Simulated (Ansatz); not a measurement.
Take GeO2 in the rutile structure (space group P4_2/mnm, No. 136; a = 4.411 Å, c = 2.870 Å) as the base. Axes: x, y, z lie along a, b, c of the conventional cell.

Computed with r2SCAN (Ansatz, a program for electronic structure, PAW, spin-orbit coupling left out).

Before the change:

The volume per atom comes out as 9.31 Å³ and the band gap is 2.51 eV.

It is then changed as follows: biaxial strain +0.30 %, plane normal [001], relaxed out of plane (Cartesian); in-plane vectors clamped, the third vector and the atoms free.

Question: How does this affect the in-plane stress, volume per atom and band gap?

Answer: The mean in-plane stress (compression positive) comes out as -1.2 GPa; the volume per atom rises by 0.039 Å³, from 9.31 Å³ to 9.34 Å³; the band gap falls by 0.03 eV to 2.48 eV.

Stability against distortions was not tested.
